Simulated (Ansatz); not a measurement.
# ZrSi2 (MoSi2 type): equation of state

An exercise on one series of results from a longer session: the logs are not shown, and one member is left open.

Method: DFT PBE, scalar-relativistic, plane waves, PAW, in Ansatz 0.2.0.

1 further run of the same task is left out (it didn't finish). Runs told in other sessions of the task aren't counted.

### The structure to begin with

Symmetry: I4/mmm, No. 139, tetragonal system. The conventional cell has a = 3.288 Å, b = 3.288 Å, c = 9.170 Å, α = 90.00°, β = 90.00°, γ = 90.00°. Zr (site symmetry 4/mmm) is surrounded by 10 Si at 2.84 to 2.91 Å. Si (site symmetry 4mm) is surrounded by 4 Si at 2.57 Å and 5 Zr at 2.84 to 2.91 Å.

Coordinates:

```cif
data_structure
_symmetry_space_group_name_H-M 'P 1'
_symmetry_Int_Tables_number 1
_cell_length_a 5.1409
_cell_length_b 5.1409
_cell_length_c 5.1409
_cell_angle_alpha 142.703
_cell_angle_beta 142.703
_cell_angle_gamma 53.771
_cell_volume 49.56
loop_
_atom_site_label
_atom_site_type_symbol
_atom_site_fract_x
_atom_site_fract_y
_atom_site_fract_z
_atom_site_occupancy
Zr1 Zr 0.00000 0.00000 0.00000 1
Si1 Si 0.31004 0.31004 0.00000 1
Si2 Si 0.68996 0.68996 0.00000 1
```

An earlier run at PBE left this cell at 16.521 Å³/atom and -0.01 GPa (14×14×14 mesh).

Volume factors to run: 0.980, 1.020, 0.960, 1.040, 1.070, 1.100, 0.945.

Set-up of the first run:

Contents of input.yaml:

```yaml
crystal:
  lattice:
    - [-1.6328259483, 1.6328259483, 4.5544340136]
    - [1.6328259483, -1.6328259483, 4.5544340136]
    - [1.6328259483, 1.6328259483, -4.5544340136]
  atoms:
    - { symbol: Zr, position: [0.0, 0.0, 0.0] }
    - { symbol: Si, position: [0.3100427431, 0.3100427431, 0.0] }
    - { symbol: Si, position: [0.6899572569, 0.6899572569, 0.0] }
basis:
  ecutwfc: 420
  ecutrho_ratio: 4
kpoints:
  mp_grid: { grid: [14, 14, 14] }
hamiltonian:
  xc: pbe
scf:
  occupations: { method: gaussian, width: 0.05 }
output:
  forces: true
  stress: true
  eigenvalues: true
relax:
  f_tol: 0.01
  max_steps: 40
  cell: { stress_tol: 0.1, fix: [volume] }
```

On the command line:

```bash
$ ansatz run input.yaml --threads 2 --pin off --max-ram 2662MiB --backend cpu --events-out ev --progress --plain --runs-dir out
```

Steps of the session up to this table: At 0.980 of the relaxed volume; Scaling the volume by 1.020; At 0.960 of the relaxed volume; Volume × 1.040; Scaling the volume by 1.070; Scaling the volume by 1.100; Scaling the volume by 0.945.

One of the session's tables, all rows but one given; the rest of the session is left out.

It belongs to the step «Energy and pressure against volume». 

| volume (Å³/atom) | energy (meV/atom) | pressure (GPa) |
| --- | --- | --- |
| 15.612 | 21.92 | 8.15 |
| 15.860 | 11.24 | 5.69 |
| 16.190 | ? | ? |
| 16.521 | 0.00 | -0.01 |
| 16.851 | 2.62 | -2.46 |
| 17.181 | 10.01 | -4.65 |
| 17.677 | 29.02 | -7.55 |
| 18.173 | 56.34 | -10.02 |

Estimate the missing values for volume (Å³/atom) = 16.190.

Worked estimate for «energy (meV/atom)». A straight line through the neighbours (15.860, 11.24) and (16.521, 0.00) gives 11.24 + (0.00 − 11.24) × (16.190 − 15.860) / (16.521 − 15.860) = 5.63; a parabola fitted to 4 rows on both sides gives 2.75.

**Answer.** energy (meV/atom): 2.68; pressure (GPa): 2.69. In «energy (meV/atom)» the line misses by +2.95 and the parabola by +0.07.
